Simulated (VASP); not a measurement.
# Ag on the Al site in AlNi3, part 4 of 5

How easily does Ag on the Al site form in AlNi3? The host is relaxed first, then a supercell is run with and without the defect. The start is a computed cell from the Materials Project.

VASP 6.6.1, plane waves and PAW; the level of theory is named at each step.

So far. Step 5 (Reference Al): The run ended after 2 ionic steps, 0.003 eV below its first step, once forces and stress met EDIFFG = -0.02. Step 5 (Reference Al): Energy at zero smearing: -4.09621 eV.

**6. Reference Ni**

This step: PBEsol, spin-polarised from a ferromagnetic start (one magnetic atom a cell); plane waves and PAW (Ni) (VASP 6.6.1).

System of this step: Ni. Symmetry: Fm-3m, No. 225, cubic system. The conventional cell has a = 3.520 Å, b = 3.520 Å, c = 3.520 Å, α = 90.00°, β = 90.00°, γ = 90.00°. Nearest to Ni lie 12 Ni at 2.49 Å.

Ni is not exchanged here; its energy serves the host's formation enthalpy.

The input, INCAR:

```
SYSTEM = Ni
PREC = Normal
ENCUT = 300
EDIFF = 1E-05
NELM = 120
ISMEAR = 1
SIGMA = 0.1
LREAL = Auto
ALGO = Fast
GGA = PS
NBANDS = 12
ISPIN = 2
MAGMOM = 0.7
LASPH = .TRUE.
LMAXMIX = 4
LORBIT = 11
LWAVE = .FALSE.
LCHARG = .FALSE.
KPAR = 4
IBRION = 2
NSW = 25
ISIF = 3
EDIFFG = -0.02
POTIM = 0.4
```

The input, POSCAR:

```
Ni
1.0
    0.0000000000      1.7600000000      1.7600000000
    1.7600000000      0.0000000000      1.7600000000
    1.7600000000      1.7600000000      0.0000000000
Ni
1
Direct
    0.0000000000      0.0000000000      0.0000000000
```

The input, KPOINTS:

```
Automatic mesh
0
Gamma
13 13 13
0 0 0
```

The projector-augmented-wave data sets are Ni (PBE family, release 64).

Started as:

```console
mpirun -np 4 vasp_std
```

Output:

```text
[banner, memory and clock lines left out]
running    4 mpi-ranks, on    1 nodes
 distrk:  each k-point on    1 cores,    4 groups
 distr:  one band on    1 cores,    1 groups

 POSCAR found type information on POSCAR Ni
 POSCAR found :  1 types and       1 ions
 [... a notice as in an earlier step ...]

 [... a notice as in an earlier step ...]

 LDA part: xc-table for (Slater+PW92), standard interpolation
 POSCAR, INCAR and KPOINTS ok, starting setup
 FFT: planning ... GRIDC
 FFT: planning ... GRID_SOFT
 FFT: planning ... GRID
 WAVECAR not read
 entering main loop
       N       E                     dE             d eps       ncg     rms          rms(c)
DAV:   1     0.173771546648E+02    0.17377E+02   -0.32776E+03  4524   0.695E+02
DAV:   2    -0.682173699571E+01   -0.24199E+02   -0.22592E+02  4384   0.125E+02
DAV:   3    -0.732901706813E+01   -0.50728E+00   -0.50533E+00  4604   0.204E+01
DAV:   4    -0.733188207566E+01   -0.28650E-02   -0.28646E-02  4652   0.134E+00
DAV:   5    -0.733192749416E+01   -0.45418E-04   -0.45417E-04  4708   0.163E-01    0.104E+01
RMM:   6    -0.651695036393E+01    0.81498E+00   -0.30264E+00  4032   0.216E+01    0.660E+00
RMM:   7    -0.615654490724E+01    0.36041E+00   -0.45376E-01  4032   0.845E+00    0.210E+00
RMM:   8    -0.613418278513E+01    0.22362E-01   -0.66245E-03  4146   0.660E-01    0.910E-01
RMM:   9    -0.613196562931E+01    0.22172E-02   -0.76679E-04  4143   0.281E-01    0.231E-01
RMM:  10    -0.613133203265E+01    0.63360E-03   -0.34571E-04  4036   0.239E-01    0.415E-02
RMM:  11    -0.613130772749E+01    0.24305E-04   -0.61672E-05  3863   0.675E-02    0.360E-02
RMM:  12    -0.613130801584E+01   -0.28835E-06   -0.80855E-06  3043   0.216E-02
   1 F= -.61313080E+01 E0= -.61313201E+01  d E =-.613131E+01  mag=     0.6290
 curvature:   0.00 expect dE= 0.000E+00 dE for cont linesearch  0.000E+00
 trial: gam= 0.00000 g(F)=  0.215E-62 g(S)=  0.602E-01 ort = 0.000E+00 (trialstep = 0.100E+01)
 search vector abs. value=  0.602E-01
 bond charge predicted
       N       E                     dE             d eps       ncg     rms          rms(c)
DAV:   1    -0.738766217415E+01   -0.12564E+01   -0.16548E+01  4860   0.537E+01    0.952E+00
RMM:   2    -0.645191703567E+01    0.93575E+00   -0.22435E+00  4032   0.192E+01    0.469E+00
RMM:   3    -0.617494478394E+01    0.27697E+00   -0.33189E-01  4032   0.725E+00    0.179E+00
RMM:   4    -0.614560868386E+01    0.29336E-01   -0.53675E-03  4056   0.665E-01    0.673E-01
RMM:   5    -0.614061183488E+01    0.49968E-02   -0.24229E-03  4040   0.577E-01    0.311E-01
RMM:   6    -0.614065466934E+01   -0.42834E-04   -0.97258E-04  4058   0.366E-01    0.111E-01
RMM:   7    -0.614066987914E+01   -0.15210E-04   -0.17354E-04  4016   0.890E-02    0.412E-02
RMM:   8    -0.614066809966E+01    0.17795E-05   -0.19686E-05  3322   0.340E-02
   2 F= -.61406681E+01 E0= -.61407106E+01  d E =-.936008E-02  mag=     0.6210
 trial-energy change:   -0.009360  1 .order   -0.009303   -0.060245    0.041640
 step:   0.5913(harm=  0.5913)  dis= 0.00000  next Energy=    -6.149120 (dE=-0.178E-01)
 bond charge predicted
       N       E                     dE             d eps       ncg     rms          rms(c)
DAV:   1    -0.636557838661E+01   -0.22491E+00   -0.29043E+00  5024   0.240E+01    0.395E+00
RMM:   2    -0.621749728261E+01    0.14808E+00   -0.39656E-01  4032   0.770E+00    0.218E+00
RMM:   3    -0.615510074232E+01    0.62397E-01   -0.57518E-02  4032   0.304E+00    0.751E-01
RMM:   4    -0.615003997557E+01    0.50608E-02   -0.12020E-03  4051   0.317E-01    0.339E-01
RMM:   5    -0.614969404112E+01    0.34593E-03   -0.47039E-04  4046   0.241E-01    0.898E-02
RMM:   6    -0.614963021027E+01    0.63831E-04   -0.13122E-04  4173   0.101E-01    0.450E-02
RMM:   7    -0.614962998237E+01    0.22790E-06   -0.24182E-05  3427   0.470E-02
   3 F= -.61496300E+01 E0= -.61496533E+01  d E =-.183220E-01  mag=     0.6241
 curvature:  -0.30 expect dE=-0.646E-05 dE for cont linesearch -0.646E-05
 trial: gam=-0.01868 g(F)=  0.347E-62 g(S)=  0.219E-04 ort = 0.115E-02 (trialstep = 0.918E+00)
 search vector abs. value=  0.803E-08
 reached required accuracy - stopping structural energy minimisation
```

Run time: 12 s. Hardware: 4 MPI ranks of AMD EPYC 7R43, shared host; peak memory 0.34 GiB.

Parts of OUTCAR (step 6):

```text
   k-points           NKPTS =     84   k-points in BZ     NKDIM =     84   number of bands    NBANDS=     12

   ENCUT  =  300.0 eV  22.05 Ry    4.70 a.u.   3.52  3.52  3.52*2*pi/ulx,y,z

   NELECT =      10.0000    total number of electrons

 E-fermi :   9.8977

 spin component 1
 k-point     1 :       0.0000    0.0000    0.0000
  band No.  band energies     occupation
    ...
      2       7.3366      1.00000
      3       7.3366      1.00000
      4       7.3366      1.00000
      5       8.5936      1.00000
      6       8.5936      1.00000
      7      33.9826      0.00000
      8      38.1991      0.00000
      9      38.1991      0.00000
     10      38.1991      0.00000
     11      41.3090      0.00000
    ...

 k-point     2 :       0.0769    0.0000    0.0000
  band No.  band energies     occupation
    ...
      2       7.2724      1.00000
      3       7.3911      1.00000
      4       7.3911      1.00000
      5       8.5707      1.00000
      6       8.5707      1.00000
      7      33.1842      0.00000
      8      35.9082      0.00000
      9      37.7093      0.00000
     10      37.7098      0.00000
     11      42.0519      0.00000
    ...

  Total       -0.0137375     -0.0137375     -0.0137375      0.0000000      0.0000000      0.0000000
  in kB       -2.1216662     -2.1216662     -2.1216662      0.0000000      0.0000000      0.0000000
  external PRESSURE =      -2.1216662 kB  Pullay stress =       0.0000000 kB

 POSITION                                       TOTAL-FORCE (eV/Angst)
 -----------------------------------------------------------------------------------
      0.00000      0.00000      0.00000         0.000000      0.000000     -0.000000
 -----------------------------------------------------------------------------------
    total drift:                               -0.000000     -0.000000      0.000000

  FREE ENERGIE OF THE ION-ELECTRON SYSTEM (eV)
  ---------------------------------------------------
  free  energy   TOTEN  =        -6.1496299824 eV

  energy  without entropy=       -6.1496999688  energy(sigma->0) =       -6.14965331

 magnetization (x)
# of ion       s       p       d       tot
------------------------------------------
    1       -0.005  -0.023   0.657   0.630

[... 4 parts as in an earlier step ...]

[... 17 further parts left out ...]
```

CONTCAR:

```
Ni
   1.00000000000000
     0.0000000000000000    1.7310276543682752    1.7310276543682752
     1.7310276543682752    0.0000000000000000    1.7310276543682752
     1.7310276543682752    1.7310276543682752    0.0000000000000000
  Ni
     1
Direct
     0.0000000000000000    0.0000000000000000    0.0000000000000000
```

The cell holds one magnetic atom, so no antiferromagnetic order fits into it.

Relaxation path:

```csv
step,energy less that of the first step (eV),largest force (eV/Å),pressure (GPa),volume (Å³)
1,0.0000,0.0000,-10.60,10.90
2,-0.0094,0.0000,7.97,10.02
3,-0.0183,0.0000,-0.21,10.37
```

```
conventional cell, symmetrised  before  after  change
                         a (Å)   3.520  3.462  -1.6 %
                         b (Å)   3.520  3.462  -1.6 %
                         c (Å)   3.520  3.462  -1.6 %
              volume (Å³/atom)   10.90  10.37  -4.9 %
```

The relaxed structure:

```xyz
1
Lattice="0.0000 1.7310 1.7310 1.7310 0.0000 1.7310 1.7310 1.7310 0.0000" Properties=species:S:1:pos:R:3 pbc="T T T"
Ni    0.0000    0.0000    0.0000
```

This step gave:

```
electronic cycles                                 : 27
electrons                                         : 10
free energy (TOTEN)                               : -6.150 eV
Fermi energy                                      : 9.898 eV
moment of the cell, from the last line of the log : 0.6241 μB
```

Spin moment in the PAW sphere by atom:

```csv
atom,spin moment in the PAW sphere (μB)
Ni1,0.630
```

The run ended after 3 ionic steps, 0.018 eV below its first step, once forces and stress met EDIFFG = -0.02.

Energy at zero smearing: -6.14965 eV.

(Continued in part 5 of 5.)

[Lines on the potential files, build, host, timing and source positions are cut from VASP's logs without a mark.]

[Logs are printed without paths, hosts, clocks, repeated set-up lines and the standing remarks that a program may print on its own settings, such as how far it seeks lower states.]

[Hosts, paths, dates, database ids (printed as entryN), source tags and the programs' standing remarks are cut or masked in the printed files.]

[In band tables of VASP the shares of atoms and orbitals are scaled to a sum of 1 inside the atoms' spheres.]

[Runs that stopped without an error message from VASP are left out.]
